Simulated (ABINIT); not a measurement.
# Sn (Immm) in ABINIT: single point with PBEsol

Aim: the single point of Sn with PBEsol.

All numbers are computed with ABINIT 10.8.3 (patched build); they aren't measurements. Logs are shortened: lines on timing, memory, paths and dates and some standing lists are left out, and cuts for length are marked. The log counts tension as positive stress, the text compression.

### 1 The undisturbed crystal

The structure is orthorhombic, space group Immm (No. 71). Conventional cell: a = 3.453 Å, b = 3.551 Å, c = 4.677 Å, α = 90.00°, β = 90.00°, γ = 90.00°. Around Sn (site symmetry mmm) lie 12 Sn at 3.41 to 3.55 Å.

This isn't the form of Sn at room conditions, which is tetragonal (white tin).

### 2 Single point, PBEsol (cell strained at random at fixed volume)

Contents of run.abi:

```
# Pseudopotentials
pp_dirpath "./"
pseudos "Sn.upf"

# Structure
acell 3*1.0
rprim
    -3.1478453072     3.3365628066     4.3384502445
     3.2964741566    -3.3997269023     4.4961535587
     3.1792374375     3.4302535381    -4.3864114935
ntypat 1
znucl 50
natom 1
typat 1
xcart
    -0.0333139332     0.0117575885    -0.0593979330
chkprim 0
chksymtnons 0
tolsym 1.0e-6

# Plane-wave basis
ecut 36.0

# k points
kptopt 1
ngkpt 11 11 11
nshiftk 1
shiftk 0.0 0.0 0.0

# Exchange and correlation
ixc -116133

# Bands and occupations
nband 11
occopt 3
tsmear 0.05 eV

# SCF cycle
nstep 100
tolvrs 1.0e-10

# Output
iomode 3
prtwf 0
prtden 0
prteig 0
prtebands 0
enunit 1
```

Potentials or basis: PseudoDojo NC SR PBEsol v0.4.1 standard.

On the command line:

```console
$ abinit run.abi > log 2>&1
```

run.abo:

```text
.Version 10.8.3 of ABINIT
 Symmetries : space group P-1 (#  2); Bravais aP (primitive triclinic)
================================================================================
 Values of the parameters that define the memory need of the present run
     intxc =       0    ionmov =       0      iscf =       7    lmnmax =       6
     lnmax =       6     mgfft =      36  mpssoang =       3    mqgrid =    3001
     natom =       1  nloc_mem =       1    nspden =       1   nspinor =       1
    nsppol =       1      nsym =       2    n1xccc =    2501    ntypat =       1
    occopt =       3   xclevel =       2
       mpw =        2016          nfft =       46656          nkpt =         666
================================================================================
================================================================================

--------------------------------------------------------------------------------
------------- Echo of variables that govern the present computation ------------
--------------------------------------------------------------------------------
 -outvars: echo values of preprocessed input variables --------
            acell      1.0000000000E+00  1.0000000000E+00  1.0000000000E+00 Bohr
              amu      1.18710000E+02
          chkprim           0
      chksymtnons           0
             ecut      3.60000000E+01 Hartree
           enunit           1
                       outvar_i_n : Printing only first  50 k-points.
              ixc     -116133
                       outvar_i_n : Printing only first  50 k-points.
         kptrlatt       11    0    0      0   11    0      0    0   11
          kptrlen      6.94515052E+01
            natom           1
            nband          11
            ngfft          36      36      36
             nkpt         666
            nstep         100
             nsym           2
           ntypat           1
                       prtocc : prtvol=0, do not print more k-points.
           occopt           3
           prtden           0
        prtebands           0
           prteig           0
            prtwf           0
            rprim     -3.1478453072E+00  3.3365628066E+00  4.3384502445E+00
                       3.2964741566E+00 -3.3997269023E+00  4.4961535587E+00
                       3.1792374375E+00  3.4302535381E+00 -4.3864114935E+00
          spgroup           2
           tolsym      1.00000000E-06
           tolvrs      1.00000000E-10
           tsmear      1.83746611E-03 Hartree
            typat      1
                       outvars : Printing only first  50 k-points.
           xangst     -1.7628974243E-02  6.2218478852E-03 -3.1432032497E-02
            xcart     -3.3313933200E-02  1.1757588500E-02 -5.9397933000E-02
             xred     -4.9540000029E-03 -1.1651999991E-02 -3.3019999997E-03
            znucl       50.00000

================================================================================

 chkinp: Checking input parameters for consistency.

================================================================================
== DATASET  1 ==================================================================

--- !DatasetInfo
iteration_state: {dtset: 1, }
dimensions: {natom: 1, nkpt: 666, mband: 11, nsppol: 1, nspinor: 1, nspden: 1, mpw: 2016, }
cutoff_energies: {ecut:  36.0, pawecutdg:  -1.0, }
electrons: {nelect:   1.40000000E+01, charge:   0.00000000E+00, occopt:   3.00000000E+00, tsmear:   1.83746611E-03, }
meta: {optdriver: 0, ionmov: 0, optcell: 0, iscf: 7, paral_kgb: 0, }
...

 Real(R)+Recip(G) space primitive vectors, cartesian coordinates (Bohr,Bohr^-1):
 R(1)= -3.1478453  3.3365628  4.3384502  G(1)= -0.0026375  0.1486023  0.1142981
 R(2)=  3.2964742 -3.3997269  4.4961536  G(2)=  0.1525481  0.0000764  0.1106254
 R(3)=  3.1792374  3.4302535 -4.3864115  G(3)=  0.1537560  0.1470558 -0.0015353
 Unit cell volume ucvol=  1.9349651E+02 bohr^3
 Angles (23,13,12)=  1.19949979E+02  1.15756992E+02  9.30780922E+01 degrees

 getcut: wavevector=  0.0000  0.0000  0.0000  ngfft=  36  36  36
         ecut(hartree)=     36.000   => boxcut(ratio)=   2.04143

--- Pseudopotential description ------------------------------------------------
- pspini: atom type   1  psp file is ./Sn.upf
12 -116133 2 -1 1628                          pspcod,pspxc,lmax,lloc,mmax
     nproj     2     2     2

   4.54242013E+02                                ecore*ucvol(ha*bohr**3)
--------------------------------------------------------------------------------

================================================================================

--- !BeginCycle
iteration_state: {dtset: 1, }
solver: {iscf: 7, nstep: 100, nline: 4, wfoptalg: 0, }
tolerances: {tolvrs: 1.00E-10, }
...

     iter   Etot(hartree)      deltaE(h)  residm     vres2
 ETOT  1  -78.574782262560    -7.857E+01 4.076E-01 5.621E-01
 ETOT  2  -78.628478326646    -5.370E-02 2.050E-02 1.740E+00
 ETOT  3  -78.628633148228    -1.548E-04 1.137E-02 9.563E-01
 ETOT  4  -78.628810891537    -1.777E-04 2.402E-03 1.664E-03
 ETOT  5  -78.628811341141    -4.496E-07 2.830E-03 1.153E-05
 ETOT  6  -78.628811343211    -2.069E-09 4.388E-04 1.301E-07
 ETOT  7  -78.628811343209     1.705E-12 2.796E-04 7.626E-08
 ETOT  8  -78.628811343225    -1.543E-11 1.200E-04 4.656E-12

 At SCF step    8       vres2   =  4.66E-12 < tolvrs=  1.00E-10 =>converged.

 Cartesian components of stress tensor (hartree/bohr^3)
  sigma(1 1)=  9.23441295E-05  sigma(3 2)= -5.30114145E-06
  sigma(2 2)=  1.51796289E-04  sigma(3 1)=  1.96573837E-05
  sigma(3 3)=  1.16213088E-04  sigma(2 1)=  5.42008460E-07

--- !ResultsGS
iteration_state: {dtset: 1, }
comment   : Summary of ground state results
lattice_vectors:
- [ -3.1478453,   3.3365628,   4.3384502, ]
- [  3.2964742,  -3.3997269,   4.4961536, ]
- [  3.1792374,   3.4302535,  -4.3864115, ]
lattice_lengths: [   6.31377,    6.52995,    6.41208, ]
lattice_angles: [119.950, 115.757,  93.078, ] # degrees, (23, 13, 12)
lattice_volume:   1.9349651E+02
convergence: {deltae: -1.543E-11, res2:  4.656E-12, residm:  1.200E-04, diffor: null, }
etotal    :  -7.86288113E+01
entropy   :   0.00000000E+00
fermie    :   2.09601739E-01
cartesian_stress_tensor: # hartree/bohr^3
- [  9.23441295E-05,   5.42008460E-07,   1.96573837E-05, ]
- [  5.42008460E-07,   1.51796289E-04,  -5.30114145E-06, ]
- [  1.96573837E-05,  -5.30114145E-06,   1.16213088E-04, ]
pressure_GPa:  -3.5340E+00
xred      :
- [ -4.9540E-03,  -1.1652E-02,  -3.3020E-03, Sn]
cartesian_forces: # hartree/bohr
- [ -0.00000000E+00,  -0.00000000E+00,  -0.00000000E+00, ]
force_length_stats: {min:   0.00000000E+00, max:   0.00000000E+00, mean:   0.00000000E+00, }
...

 Integrated electronic density in atomic spheres:
 ------------------------------------------------
 Atom  Sphere_radius  Integrated_density
    1        2.00000         10.52822844
================================================================================

 ----iterations are completed or convergence reached----

 Mean square residual over all n,k,spin=   15.028E-08; max=  11.998E-05
 reduced coordinates (array xred) for    1 atoms
      -0.004954000003     -0.011651999991     -0.003302000000
 rms dE/dt=  0.0000E+00; max dE/dt=  0.0000E+00; dE/dt below (all hartree)
    1       0.000000000000      0.000000000000      0.000000000000

 cartesian coordinates (angstrom) at end:
    1     -0.01762897424303     0.00622184788515    -0.03143203249702

 cartesian forces (hartree/bohr) at end:
    1     -0.00000000000000    -0.00000000000000    -0.00000000000000
 frms,max,avg= 0.0000000E+00 0.0000000E+00   0.000E+00  0.000E+00  0.000E+00 h/b

 cartesian forces (eV/Angstrom) at end:
    1     -0.00000000000000    -0.00000000000000    -0.00000000000000
 frms,max,avg= 0.0000000E+00 0.0000000E+00   0.000E+00  0.000E+00  0.000E+00 e/A
 length scales=  1.000000000000  1.000000000000  1.000000000000 bohr
              =  0.529177210544  0.529177210544  0.529177210544 angstroms
 Fermi (or HOMO) energy (eV) =   5.70355   Average Vxc (eV)= -10.48613
 Eigenvalues (   eV  ) for nkpt= 666  k points:
 kpt#   1, nband= 11, wtk=  0.00075, kpt=  0.0000  0.0000  0.0000 (reduced coord)
 -15.78932  -15.76791  -15.74377  -15.71497  -15.68171   -5.07713   12.45032   12.79804
  13.50354   16.55401   16.74699
 prteigrs : prtvol=0 or 1, do not print more k-points.

--- !EnergyTerms
iteration_state     : {dtset: 1, }
comment             : Components of total free energy in Hartree
kinetic             :  4.68601982390755E+01
hartree             :  1.71761833528930E+01
xc                  : -2.17923104138124E+01
Ewald energy        : -4.89205388177097E+01
psp_core            :  2.34754631776101E+00
local_psp           : -5.21176755108394E+01
non_local_psp       : -2.21820709504099E+01
internal            : -7.86286677830418E+01
'-kT*entropy'       : -1.43560182806221E-04
total_energy        : -7.86288113432246E+01
total_energy_eV     : -2.13959895552286E+03
band_energy         : -5.59636268354135E+00
...

 Cartesian components of stress tensor (hartree/bohr^3)
  sigma(1 1)=  9.23441295E-05  sigma(3 2)= -5.30114145E-06
  sigma(2 2)=  1.51796289E-04  sigma(3 1)=  1.96573837E-05
  sigma(3 3)=  1.16213088E-04  sigma(2 1)=  5.42008460E-07

-Cartesian components of stress tensor (GPa)         [Pressure= -3.5340E+00 GPa]
- sigma(1 1)=  2.71685809E+00  sigma(3 2)= -1.55964966E-01
- sigma(2 2)=  4.46600101E+00  sigma(3 1)=  5.78340195E-01
- sigma(3 3)=  3.41910709E+00  sigma(2 1)=  1.59464394E-02

== END DATASET(S) ==============================================================
================================================================================

 -outvars: echo values of variables after computation  --------
            acell      1.0000000000E+00  1.0000000000E+00  1.0000000000E+00 Bohr
           etotal     -7.8628811343E+01
            fcart     -0.0000000000E+00 -0.0000000000E+00 -0.0000000000E+00
            rprim     -3.1478453072E+00  3.3365628066E+00  4.3384502445E+00
                       3.2964741566E+00 -3.3997269023E+00  4.4961535587E+00
                       3.1792374375E+00  3.4302535381E+00 -4.3864114935E+00
           strten      9.2344129544E-05  1.5179628885E-04  1.1621308797E-04
                      -5.3011414524E-06  1.9657383688E-05  5.4200846000E-07
           xangst     -1.7628974243E-02  6.2218478852E-03 -3.1432032497E-02
             xred     -4.9540000029E-03 -1.1651999991E-02 -3.3019999997E-03
 Calculation completed.
```

Run time: 4.7 min. Hardware: 1 thread of Arm Neoverse V2, shared host; peak memory 0.29 GiB.

What came out:

- Free energy: -2139.5990 eV
- Pressure: -3.5 GPa
- Band gap on the k mesh: none (metal or under the smearing width)
- Valence electrons inside the program's atomic spheres: Sn 10.53 (radii [1.0584] Å)
